**Squeezing Ti₂O costs more than stretching it**

Compressing Ti₂O by 6 % in volume costs about a fifth more energy than stretching it by 6 %, because the crystal becomes stiffer as its atoms approach. Under uniform pressure, all its edges shrink by similar fractions. The structure has an empty layer between its titanium sheets, yet under pressure the crystal yields no more across the layers than along them.

Three sizes are worth remembering. A volume change of one per cent takes about 2 GPa. Each further GPa of pressure raises the resistance to compression by about 4 GPa. A volume change of 6 % either way costs between 20 and 30 meV an atom, about the thermal energy kT at room temperature.

Ti₂O of CdI₂ type (space group P-3m1), computed with Ansatz 0.2.0: r2SCAN, plane-wave PAW, scalar-relativistic, no spin polarisation, cutoff 500 eV, k mesh 18×18×10, Gaussian smearing 0.1 eV. Cell shape and atoms are relaxed at each volume. Energies count from the minimum of a third-order Birch-Murnaghan fit, and positive pressure means compression.

```csv
volume per atom (Å³/atom),energy over minimum (meV/atom),pressure (GPa)
11.379,29.7,13.88
11.742,7.0,6.39
12.105,0.0,-0.01
12.469,6.4,-5.49
12.832,24.4,-10.18
```

**What a perfect spring would do**

Energy over minimum is the energy above the bottom of the curve, and pressure is what the cell exerts on its surroundings at the given volume per atom. A negative pressure means that the cell is held stretched and pulls inward. The two columns belong together, since the energy is the work done against the pressure on the way from the minimum.

Take first the limit of a perfect spring, in which pressure changes in proportion to volume. Equal steps to either side would then cost the same energy, and doubling a step would multiply its cost by four. In the table, doubling the compression multiplies the cost by 4.2, and doubling the expansion only by 3.8. Ti₂O is therefore close to a spring, but to one that hardens when pushed and softens when pulled.

The pressures show the hardening directly. The rows are evenly spaced in volume, yet the pressure changes by 7.5 GPa over the first step and by only 4.7 GPa over the last. Part of this is geometry, because a fixed step is a larger fraction of a smaller cell. The volumes differ by only about an eighth over the whole scan, however, while the pressure step shrinks by more than a third.

The bulk modulus removes that geometric part, since it is the pressure change divided by the relative volume change. It falls at every step of expansion, from 238.5 GPa between the two smallest volumes to 163.4 GPa between the two largest. No row breaks the trend. The small pressure of −0.01 GPa at the middle volume is what the relaxation left over.

**Why the spring hardens**

The reason is best seen from the two ends, far outside the table. If the atoms are pulled apart without limit, they stop acting on one another and the inward pull must vanish. If they are pushed together without limit, the energy rises without bound. A curve that joins these two ends must become steeper on the compressed side at some point, and in most solids it is so already near the minimum.

Near the minimum, attraction and repulsion balance, but they change with distance at different rates. The electrostatic attraction between electrons and ions grows roughly as the inverse of the distance. The kinetic energy of electrons confined to a smaller space grows as the inverse square. The repulsion between the filled shells of titanium and oxygen rises faster still, because it follows the overlap of their exponential tails.

Compression therefore strengthens the steep contribution most, and the stiffness with it. On stretching, the repulsion fades first and leaves the flatter attraction in charge. This is theory, since the calculation gives total energies and does not split them into attraction and repulsion. The argument needs nothing peculiar to Ti₂O, and most dense solids stiffen at a similar rate.

An electronic transition could also bend such a curve, but the runs show no sign of one. The crystal is a metal at every volume. Its symmetry was held fixed in the relaxations, so a distortion that breaks it is not ruled out. The overlap of its bands shrinks steadily on expansion, from 1.06 to 0.88 eV, as expected when neighbouring orbitals overlap less. Spin was switched off, however, so a magnetic state might lie lower. That doubt weighs most on the stretched side, where narrower bands favour magnetic moments.

**One estimate worked in full**

If energy is work against pressure, the cost of full compression must follow from the pressures alone. Simpson's rule gives the area under the pressure curve from three evenly spaced rows, with no adjustable constant:

- The volume step is (12.832 − 11.379)/4 = 0.363 Å³ an atom.
- The weighted sum of pressures is 13.88 + 4 × 6.39 − 0.01 = 39.43 GPa.
- The work is 0.363/3 × 39.43 = 4.77 GPa·Å³ an atom.
- Converted from GPa·Å³ to electronvolts, this is 29.8 meV an atom.

The table has 29.7 meV. The same sum on the stretched side gives 24.3 meV against 24.4 meV. The pressures come from the computed stresses and not from the energies, so the agreement shows that the two sets of results are consistent. It does not test the functional, whose errors would enter both alike. The output below lists these sums beside the step-by-step moduli.

**Why the empty layer makes no soft axis**

The name CdI₂ type brings to mind sheets that slide and peel. In CdI₂ itself, iodide layers face each other across the gap and only weak forces hold them together. Ti₂O has the same pattern with the roles exchanged, so that titanium layers face each other across the gap.

Two limits tell a weak gap from a strong one. If the gap were very soft, nearly all of the volume change would go into the edge c, which runs across the layers. If all directions were equally stiff, c would take one third. In the calculation it takes 30 %, so under pressure the crystal yields even slightly less across the layers than within them. The edge c spans the oxygen layer as well as the empty one. The result therefore rules out a very soft gap, but does not show how the two layers share the change.

The arrangement of the titanium atoms suggests why. Their sheets are stacked as in hexagonal close packing, the structure of titanium metal, and oxygen fills the octahedral holes of every second layer. The ratio c/a is close to the ideal value, but the spacing of the sheets alternates. At the middle volume, titanium neighbours are about 2.8 Å apart across the empty layer, 2.95 Å within a sheet and 3.1 Å across the oxygen layer. The gap is empty of oxygen, but it is bridged by the shortest contacts between titanium atoms in the crystal.

Electron counting points the same way. Two titanium atoms bring eight valence electrons, and oxygen formally takes two of them. Six remain for bonding between the metal atoms, and these can hold the sheets together across the gap. Short contacts and spare electrons make metallic bonding the likely cause, but they do not measure its strength. A direct test would be to pull the sheets apart at fixed a and follow the energy.

The same picture suggests how oxygen can stiffen the metal without swelling it much. Ti₂O has about 18 Å³ for each titanium atom, roughly what titanium metal has. Its calculated bulk modulus near the minimum is about 200 GPa, and titanium metal is known from measurements to be clearly softer, though part of the difference may come from the method. Oxygen sits in holes that were already there, and its short, strong Ti–O bonds are expected to resist compression.

**What to do about it**

For small volume changes, a single modulus of about 200 GPa will do. For larger ones it errs in opposite directions on the two sides. The mean slope between the two rows next to the middle one is about 5.9 GPa a step, so a straight line that starts from zero pressure at the middle reaches 11.9 GPa after two steps. The calculated pressure is 13.9 GPa under compression and the calculated tension 10.2 GPa under expansion, so the line is 14 % too low on one side and 17 % too high on the other. Let the modulus change with pressure when the volume changes by several per cent.

These moduli hold for pressure that acts equally from all sides. Strain along one axis alone needs the separate elastic constants. The volumes also belong to a crystal at rest at zero temperature. Vibrations probe both sides of the minimum, and because the stretched side is cheaper, they will normally shift the mean volume upward.

For a related metal-rich compound, ask first which atoms face each other across the gap. Closed-shell anions suggest a soft axis, whereas metal atoms with electrons to spare and short contacts suggest a stiff one. Then compare how much each cell edge shrinks under pressure, because the name of the structure type does not settle the matter.

Output of the analysis:

```
extra cost of full compression over full expansion, meV/atom: 5.3
cost of full compression over cost of full expansion, ratio: 1.217
cost growth when compression is doubled, factor: 4.243
cost growth when expansion is doubled, factor: 3.812
Steps from the row before:
     row  pressure change GPa  bulk modulus GPa
  11.742                -7.49             238.5
  12.105                 -6.4             210.2
  12.469                -5.48               185
  12.832                -4.69             163.4
work of full compression from the pressures, meV/atom: 29.8
work of full expansion from the pressures, meV/atom: 24.3
Cell shape and bands:
     row  a in A  c in A    c/a  band overlap eV
  11.379   2.888   4.725  1.636            1.061
  11.742    2.92   4.771  1.634            1.029
  12.105   2.951   4.814  1.631            0.977
  12.469   2.982   4.857  1.629            0.929
  12.832   3.012     4.9  1.627            0.882
growth of a over the whole scan, percent of middle row: 4.202
growth of c over the whole scan, percent of middle row: 3.635
share of c in the volume change, percent: 30.26
c/a of ideal close packing: 1.633
Ti-Ti distance across the empty layer, A: 2.802
Ti-Ti distance across the oxygen layer, A: 3.1
volume per Ti atom in the middle row, A3: 18.16
```
